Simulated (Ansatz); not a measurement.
Sb (I4/mmm), stationary points along a deformation path

Method: DFT PBE, scalar-relativistic, plane waves, PAW (Ansatz). The runs took a 420 eV cutoff, a Γ-centred 24×24×24 mesh and Gaussian smearing (0.15 eV). No spin polarisation. Energies are free energies at this smearing, counted from the undisturbed cell; pressure is positive in compression.

The starting cell (as given, not relaxed at this level; it stands at 1.9 GPa; this form isn't the usual structure):

```
Sb
1.0
    -1.57654    1.57654    2.71194
     1.57654   -1.57654    2.71194
     1.57654    1.57654   -2.71194
Sb
1
Cartesian
  0.0000 0.0000 0.0000
```

At fixed volume and fractional coordinates, lengths along (0.000, 0.000, 1.000) are scaled against those across it; ρ is that ratio over its starting value. V = 26.962 Å³/atom. Δσ is the stress along the axis less the mean stress across it (compression positive).

```csv
ρ,ΔE (meV/atom),Δσ (GPa),space group
0.800,14.4,-0.44,I4/mmm
0.850,14.4,0.37,I4/mmm
0.920,5.4,1.08,I4/mmm
0.960,1.2,0.56,I4/mmm
1.000,0.0,-0.12,I4/mmm
1.050,4.8,-1.72,I4/mmm
1.100,18.7,-3.55,I4/mmm
1.200,72.0,-7.81,I4/mmm
```

**Question.** How does the stress give the slope of the energy, and where is the energy stationary?

**Answer.** Along the path d ln(length) is 2/3 d ln ρ on the axis and −1/3 d ln ρ across it, so dE/d ln ρ = −(2/3) V Δσ: the energy falls with ρ where Δσ is positive. Δσ vanishes or changes sign between ρ = 0.800 and 0.850, a maximum (near 0.83 by linear interpolation); between ρ = 0.960 and 1.000, a minimum (near 0.99 by linear interpolation). Pairs of stationary points between two samples would go unseen, and could change a minimum read from distant neighbours into a maximum.

**Question.** Integrate that slope from ρ = 1 to 1.200 by the trapezoid rule.

**Answer.** With V/N in Å³ and 1 eV/Å³ = 160.2 GPa the slopes at ρ = 1.000, 1.050, 1.100, 1.200 are 14, 193, 398, 876 meV/atom per unit of ln ρ. The steps add 5.0 + 13.7 + 55.4 = 74.2 meV/atom, against 72.0 from the energies; the trapezoid rule misses the curvature of the slope within each step.

In a metal these slopes depend on the k mesh and the smearing.